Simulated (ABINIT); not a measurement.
# Pt (Fm-3m) in ABINIT: a series of runs

The runs below take Pt through band structure, equation of state, with PBEsol, LDA, AM05, BLYP+D3(BJ), revPBE+D4.

Everything below comes from runs of ABINIT 10.8.3 (patched build). Logs are shortened: lines on timing, memory, paths and dates and some standing lists are left out, and cuts for length are marked. The log counts tension as positive stress, the text compression.

## Step 1: The crystal as given

It takes space group Fm-3m (No. 225, cubic). Conventional cell: a = 3.922 Å, b = 3.922 Å, c = 3.922 Å, α = 90.00°, β = 90.00°, γ = 90.00°. Pt (site symmetry m-3m) has 12 Pt at 2.77 Å as nearest neighbours.

## Step 2: Band structure, PBEsol

run.abi reads:

```
# Datasets: ground state, then fixed potential
ndtset 2

# Pseudopotentials
pp_dirpath "./"
pseudos "Pt.upf"

# Structure
acell 3*1.0
rprim
     0.0000000000     3.7055639578     3.7055639578
     3.7055639578     0.0000000000     3.7055639578
     3.7055639578     3.7055639578     0.0000000000
ntypat 1
znucl 78
natom 1
typat 1
xred
     0.0000000000     0.0000000000     0.0000000000

# Plane-wave basis
ecut 1142.878222 eV

# Exchange and correlation
ixc -116133

# Bands and occupations
occopt 3
tsmear 0.00183747

# SCF cycle
nstep 100

# Output
iomode 3
prtwf 0
prteig 0
prtebands 0
enunit 1
prtden1 1

# Dataset 1
kptopt1 1
ngkpt1 12 12 12
nshiftk1 1
shiftk1 0.0 0.0 0.0
nband1 13
tolvrs1 1.0e-10

# Dataset 2: bands along G-X-W-K-G-L-U-W-L-K
iscf2 -2
getden2 1
nband2 17
nbdbuf2 2
tolwfr2 1.0e-12
kptopt2 -9
ndivsm2 5
prteig2 1
kptbounds2
     0.0000000000     0.0000000000     0.0000000000
     0.5000000000     0.0000000000     0.5000000000
     0.5000000000     0.2500000000     0.7500000000
     0.3750000000     0.3750000000     0.7500000000
     0.0000000000     0.0000000000     0.0000000000
     0.5000000000     0.5000000000     0.5000000000
     0.6250000000     0.2500000000     0.6250000000
     0.5000000000     0.2500000000     0.7500000000
     0.5000000000     0.5000000000     0.5000000000
     0.3750000000     0.3750000000     0.7500000000
```

Potentials or basis: PseudoDojo NC SR PBEsol v0.4.1 standard.

On the command line:

```
abinit run.abi > log 2>&1
```

run.abo:

```text
.Version 10.8.3 of ABINIT
 DATASET    1 : space group Fm -3 m (#225); Bravais cF (face-center cubic)
================================================================================
 Values of the parameters that define the memory need for DATASET  1.
     intxc =       0    ionmov =       0      iscf =       7    lmnmax =       8
     lnmax =       8     mgfft =      32  mpssoang =       4    mqgrid =    3001
     natom =       1  nloc_mem =       1    nspden =       1   nspinor =       1
    nsppol =       1      nsym =      48    n1xccc =    2501    ntypat =       1
    occopt =       3   xclevel =       2
       mpw =        1341          nfft =       32768          nkpt =          72
================================================================================
================================================================================

 DATASET    2 : space group Fm -3 m (#225); Bravais cF (face-center cubic)
================================================================================
 Values of the parameters that define the memory need for DATASET  2.
     intxc =       0    ionmov =       0      iscf =      -2    lmnmax =       8
     lnmax =       8     mgfft =      32  mpssoang =       4    mqgrid =    3001
     natom =       1  nloc_mem =       1    nspden =       1   nspinor =       1
    nsppol =       1      nsym =      48    n1xccc =    2501    ntypat =       1
    occopt =       3   xclevel =       2
       mpw =        1351          nfft =       32768          nkpt =          87
================================================================================
================================================================================

--------------------------------------------------------------------------------
------------- Echo of variables that govern the present computation ------------
--------------------------------------------------------------------------------
 -outvars: echo values of preprocessed input variables --------
            acell      1.0000000000E+00  1.0000000000E+00  1.0000000000E+00 Bohr
              amu      1.95080000E+02
             ecut      4.20000000E+01 Hartree
           enunit           1
           getden1          0
           getden2          1
             iscf1          7
             iscf2         -2
                       outvar_i_n : Printing only first  50 k-points.
              ixc     -116133
           jdtset        1    2
                       outvar_i_n : Printing only first  50 k-points.
           kptopt1          1
           kptopt2         -9
         kptrlatt       12    0    0      0   12    0      0    0   12
          kptrlen1     6.28855057E+01
          kptrlen2     3.00000000E+01
            natom           1
            nband1         13
            nband2         17
           nbdbuf1          0
           nbdbuf2          2
           ndtset           2
           ndivsm1          0
           ndivsm2          5
            ngfft          32      32      32
             nkpt1         72
             nkpt2         87
            nstep         100
             nsym          48
           ntypat           1
                       prtocc : prtvol=0, do not print more k-points.
           occopt           3
        prtebands           0
           prteig1          0
           prteig2          1
            prtwf           0
            rprim      0.0000000000E+00  3.7055639578E+00  3.7055639578E+00
                       3.7055639578E+00  0.0000000000E+00  3.7055639578E+00
                       3.7055639578E+00  3.7055639578E+00  0.0000000000E+00
           shiftk1     0.00000000E+00  0.00000000E+00  0.00000000E+00
           shiftk2     5.00000000E-01  5.00000000E-01  5.00000000E-01
          spgroup         225
           tolvrs1     1.00000000E-10
           tolvrs2     0.00000000E+00
           tolwfr1     0.00000000E+00
           tolwfr2     1.00000000E-12
           tsmear      1.83747000E-03 Hartree
            typat      1
                       outvars : Printing only first  50 k-points.
            znucl       78.00000

================================================================================
[... 157 lines left out ...]

 Real(R)+Recip(G) space primitive vectors, cartesian coordinates (Bohr,Bohr^-1):
 R(1)=  0.0000000  3.7055640  3.7055640  G(1)= -0.1349322  0.1349322  0.1349322
 R(2)=  3.7055640  0.0000000  3.7055640  G(2)=  0.1349322 -0.1349322  0.1349322
 R(3)=  3.7055640  3.7055640  0.0000000  G(3)=  0.1349322  0.1349322 -0.1349322
 Unit cell volume ucvol=  1.0176371E+02 bohr^3
 Angles (23,13,12)=  6.00000000E+01  6.00000000E+01  6.00000000E+01 degrees

 getcut: wavevector=  0.0000  0.0000  0.0000  ngfft=  32  32  32
         ecut(hartree)=     42.000   => boxcut(ratio)=   2.09310
--------------------------------------------------------------------------------

================================================================================
 Non-SCF case, kpt    1 (  0.00000  0.00000  0.00000), residuals and eigenvalues=
  9.04E-13  7.97E-13  5.30E-13  3.18E-13  8.63E-14  9.20E-13  8.80E-13  3.39E-13
  3.68E-13  3.56E-13  2.49E-13  6.85E-13  1.40E-13  6.84E-13  6.45E-13  6.73E-06
  6.23E-05
 -3.0270E+00 -1.3318E+00 -1.3318E+00 -1.3318E+00  2.2045E-01  4.5954E-01
  4.5954E-01  4.5954E-01  5.3986E-01  5.3986E-01  1.1345E+00  1.3159E+00
  1.3159E+00  1.3159E+00  1.5113E+00  1.7672E+00  1.7673E+00
 Non-SCF case, kpt    2 (  0.03571  0.00000  0.03571), residuals and eigenvalues=
  4.13E-13  2.77E-13  2.84E-13  2.81E-13  4.49E-13  4.45E-13  1.19E-13  1.44E-13
  9.74E-14  1.10E-13  2.79E-13  3.13E-13  5.01E-13  4.77E-13  5.08E-13  8.01E-07
  4.19E-04
 -3.0270E+00 -1.3320E+00 -1.3319E+00 -1.3319E+00  2.2300E-01  4.5783E-01
  4.6085E-01  4.6085E-01  5.3796E-01  5.4053E-01  1.1385E+00  1.3076E+00
  1.3165E+00  1.3165E+00  1.5280E+00  1.7359E+00  1.7386E+00
[... 581 lines left out ...]
 Non-SCF case, kpt   86 (  0.38889  0.38889  0.72222), residuals and eigenvalues=
  1.55E-13  2.63E-13  9.41E-13  5.39E-13  2.92E-13  1.79E-13  3.14E-13  3.46E-13
  8.28E-13  7.25E-13  1.45E-13  1.53E-13  2.14E-13  7.51E-13  3.21E-13  5.55E-13
  3.13E-12
 -3.0254E+00 -1.3451E+00 -1.3423E+00 -1.3367E+00  3.7295E-01  4.0553E-01
  4.8080E-01  5.4105E-01  5.8993E-01  7.9299E-01  8.5236E-01  9.8184E-01
  1.1614E+00  1.3144E+00  1.6005E+00  1.6022E+00  1.6303E+00
 Non-SCF case, kpt   87 (  0.37500  0.37500  0.75000), residuals and eigenvalues=
  1.77E-13  7.19E-13  2.51E-13  1.85E-13  1.49E-13  9.94E-13  5.49E-13  6.85E-13
  8.16E-13  2.23E-13  7.08E-13  4.28E-13  7.48E-13  5.40E-13  8.01E-13  8.90E-13
  2.46E-13
 -3.0254E+00 -1.3455E+00 -1.3420E+00 -1.3370E+00  3.6795E-01  3.9713E-01
  4.9324E-01  5.5127E-01  5.9331E-01  8.0771E-01  8.4501E-01  9.6944E-01
  1.1363E+00  1.3315E+00  1.5741E+00  1.6034E+00  1.6504E+00

--- !ResultsGS
iteration_state: {dtset: 2, }
comment   : Summary of ground state results
lattice_vectors:
- [  0.0000000,   3.7055640,   3.7055640, ]
- [  3.7055640,   0.0000000,   3.7055640, ]
- [  3.7055640,   3.7055640,   0.0000000, ]
lattice_lengths: [   5.24046,    5.24046,    5.24046, ]
lattice_angles: [ 60.000,  60.000,  60.000, ] # degrees, (23, 13, 12)
lattice_volume:   1.0176371E+02
convergence: {deltae:  0.000E+00, res2:  0.000E+00, residm:  9.992E-13, diffor:  0.000E+00, }
etotal    :  -1.30557076E+02
entropy   :   0.00000000E+00
fermie    :   6.00292646E-01
cartesian_stress_tensor: null
pressure_GPa: null
xred      :
- [  0.0000E+00,   0.0000E+00,   0.0000E+00, Pt]
cartesian_forces: null
force_length_stats: {min: null, max: null, mean: null, }
...

 Integrated electronic density in atomic spheres:
 ------------------------------------------------
 Atom  Sphere_radius  Integrated_density
    1        2.00000         14.48389227
================================================================================

 ----iterations are completed or convergence reached----

 Mean square residual over all n,k,spin=   43.507E-14; max=  99.923E-14
 reduced coordinates (array xred) for    1 atoms
       0.000000000000      0.000000000000      0.000000000000

 cartesian coordinates (angstrom) at end:
    1      0.00000000000000     0.00000000000000     0.00000000000000
 length scales=  1.000000000000  1.000000000000  1.000000000000 bohr
              =  0.529177210544  0.529177210544  0.529177210544 angstroms
 Eigenvalues (   eV  ) for nkpt=  87  k points:
 kpt#   1, nband= 17, wtk=  1.00000, kpt=  0.0000  0.0000  0.0000 (reduced coord)
 -82.36890  -36.24031  -36.24031  -36.24031    5.99882   12.50479   12.50479   12.50479
  14.69030   14.69030   30.87043   35.80644   35.80644   35.80644   41.12591   48.08853
  48.09034
 kpt#   2, nband= 17, wtk=  1.00000, kpt=  0.0357  0.0000  0.0357 (reduced coord)
 -82.36835  -36.24621  -36.24256  -36.24256    6.06803   12.45830   12.54044   12.54044
  14.63859   14.70869   30.97927   35.58089   35.82346   35.82346   41.57838   47.23705
  47.30863
 kpt#   3, nband= 17, wtk=  1.00000, kpt=  0.0714  0.0000  0.0714 (reduced coord)
 -82.36673  -36.26361  -36.24922  -36.24922    6.27356   12.32358   12.64703   12.64703
  14.48858   14.76321   31.29944   35.08526   35.85609   35.85609   42.74591   45.81033
  45.81039
 kpt#   4, nband= 17, wtk=  1.00000, kpt=  0.1071  0.0000  0.1071 (reduced coord)
 -82.36411  -36.29150  -36.25994  -36.25994    6.60855   12.11368   12.82345   12.82345
  14.25595   14.85195   31.81295   34.57365   35.84333   35.84333   44.32074   44.45796
  44.45796
 kpt#   5, nband= 17, wtk=  1.00000, kpt=  0.1429  0.0000  0.1429 (reduced coord)
[... 317 lines left out ...]
  16.08591   21.01507   22.10618   29.10320   33.06573   34.38936   43.44169   43.54082
  45.87961
 kpt#  85, nband= 17, wtk=  1.00000, kpt=  0.4028  0.4028  0.6944 (reduced coord)
 -82.32773  -36.61342  -36.50435  -36.36444   10.25412   11.25661   12.80294   14.33983
  16.04531   21.31993   22.68968   27.80503   32.33891   35.12921   43.51917   43.58726
  44.90177
 kpt#  86, nband= 17, wtk=  1.00000, kpt=  0.3889  0.3889  0.7222 (reduced coord)
 -82.32659  -36.60331  -36.52458  -36.37454   10.14853   11.03509   13.08318   14.72268
  16.05283   21.57833   23.19392   26.71711   31.60202   35.76786   43.55174   43.59703
  44.36386
 kpt#  87, nband= 17, wtk=  1.00000, kpt=  0.3750  0.3750  0.7500 (reduced coord)
 -82.32592  -36.61257  -36.51859  -36.38289   10.01240   10.80644   13.42173   15.00082
  16.14472   21.97887   22.99399   26.37976   30.92002   36.23106   42.83345   43.63026
  44.91090

== END DATASET(S) ==============================================================
================================================================================

 -outvars: echo values of variables after computation  --------
            acell      1.0000000000E+00  1.0000000000E+00  1.0000000000E+00 Bohr
           etotal1    -1.3055707573E+02
            fcart1    -0.0000000000E+00 -0.0000000000E+00 -0.0000000000E+00
            rprim      0.0000000000E+00  3.7055639578E+00  3.7055639578E+00
                       3.7055639578E+00  0.0000000000E+00  3.7055639578E+00
                       3.7055639578E+00  3.7055639578E+00  0.0000000000E+00
           strten1     4.0467140844E-05  4.0467140844E-05  4.0467140844E-05
                       0.0000000000E+00  0.0000000000E+00  0.0000000000E+00
 Calculation completed.
```

Run time: 62 s. Hardware: 1 thread of Arm Neoverse V1, shared host; peak memory 0.09 GiB.

Results:

| Quantity | Value |
| --- | --- |
| Free energy | -3552.6390 eV |
| Pressure | -1.2 GPa |
| Band gap on the k mesh | none (metal or under the smearing width) |
| Valence electrons inside the program's atomic spheres | Pt 14.48 (radii [1.0584] Å) |

Levels at the corners of the path, in eV from the Fermi level:
```tsv
point	band 6	band 7	band 8	band 9	band 10	band 11	band 12	band 13
Γ	-3.83	-3.83	-3.83	-1.64	-1.64	14.54	19.47	19.47
X	-6.68	0.01	0.48	0.48	1.67	8.80	11.29	11.29
W	-4.61	-4.61	-2.03	0.48	7.03	8.20	8.20	11.98
K	-5.53	-2.91	-1.33	-0.19	5.64	6.66	10.05	14.59
Γ	-3.83	-3.83	-3.83	-1.64	-1.64	14.54	19.47	19.47
L	-3.89	-3.89	-0.59	0.03	0.03	5.78	14.10	18.86
U	-5.53	-2.91	-1.33	-0.19	5.64	6.66	10.05	14.59
W	-4.61	-4.61	-2.03	0.48	7.03	8.20	8.20	11.98
L	-3.89	-3.89	-0.59	0.03	0.03	5.78	14.10	18.86
K	-5.53	-2.91	-1.33	-0.19	5.64	6.66	10.05	14.59
```

Caveat: spin-orbit coupling is left out, which moves the levels of the heavy elements.

## Step 3: Band structure, LDA, spin-orbit coupling, no magnetisation

run.abi: that of step 2 with these lines changed.

```diff
@@ -5,10 +5,10 @@
 pp_dirpath "./"
-pseudos "Pt.upf"
+pseudos "Pt.hgh"
 
 # Structure
-acell 3*1.0
+acell 5.2404588053 5.2404588053 5.2404588053
 rprim
-     0.0000000000     3.7055639578     3.7055639578
-     3.7055639578     0.0000000000     3.7055639578
-     3.7055639578     3.7055639578     0.0000000000
+     0.0000000000     0.7071067812     0.7071067812
+     0.7071067812     0.0000000000     0.7071067812
+     0.7071067812     0.7071067812     0.0000000000
 ntypat 1
@@ -17,3 +17,3 @@
 typat 1
-xred
+xcart
      0.0000000000     0.0000000000     0.0000000000
@@ -21,6 +21,6 @@
 # Plane-wave basis
-ecut 1142.878222 eV
+ecut 489.804952 eV
 
 # Exchange and correlation
-ixc -116133
+ixc 7
 
@@ -29,2 +29,7 @@
 tsmear 0.00183747
+
+# Spin
+nspinor 2
+nspden 1
+so_psp 1*1
 
@@ -46,3 +51,3 @@
 shiftk1 0.0 0.0 0.0
-nband1 13
+nband1 18
 tolvrs1 1.0e-10
@@ -52,3 +57,3 @@
 getden2 1
-nband2 17
+nband2 26
 nbdbuf2 2
@@ -56,4 +61,5 @@
 kptopt2 -9
-ndivsm2 5
+ndivsm2 8
 prteig2 1
+prtvol2 -3
 kptbounds2
```

Potentials or basis: HGH LDA.

On the command line:

```
abinit run.abi > log 2>&1
```

It took 95 s on 1 thread of Arm Neoverse V1, shared host; peak memory 0.1 GiB.

The run converged. Its results:

| Quantity | Value |
| --- | --- |
| Free energy | -716.5670 eV |
| Band gap on the k mesh | none (metal or under the smearing width) |
| Valence electrons inside the program's atomic spheres | Pt 6.61 (radii [1.0584] Å) |

Levels at the corners of the path, in eV from the Fermi level:
```tsv
point	band 6	band 7	band 8	band 9	band 10	band 11	band 12	band 13	band 14	band 15
Γ	-4.35	-3.37	-3.37	-1.56	-1.56	-1.56	-1.56	16.78	16.78	20.45
X	-0.28	0.09	0.09	1.06	1.06	1.50	1.50	8.93	8.93	11.04
W	-4.64	-1.99	-1.99	0.50	0.50	7.21	7.21	7.63	7.63	9.06
K	-3.09	-1.43	-1.43	-0.08	-0.08	5.77	5.77	6.79	6.79	10.28
Γ	-4.35	-3.37	-3.37	-1.56	-1.56	-1.56	-1.56	16.78	16.78	20.45
L	-3.53	-0.71	-0.71	-0.32	-0.32	0.34	0.34	5.96	5.96	15.92
U	-3.09	-1.43	-1.43	-0.08	-0.08	5.77	5.77	6.79	6.79	10.28
W	-4.64	-1.99	-1.99	0.50	0.50	7.21	7.21	7.63	7.63	9.06
L	-3.53	-0.71	-0.71	-0.32	-0.32	0.34	0.34	5.96	5.96	15.92
K	-3.09	-1.43	-1.43	-0.08	-0.08	5.77	5.77	6.79	6.79	10.28
```

Caveat: the cutoff is too short for stress, so the log's stress isn't used; HGH potentials are hard and often keep d shells in the core, so these values are rough.

(Part 1 of 2 ends here.)
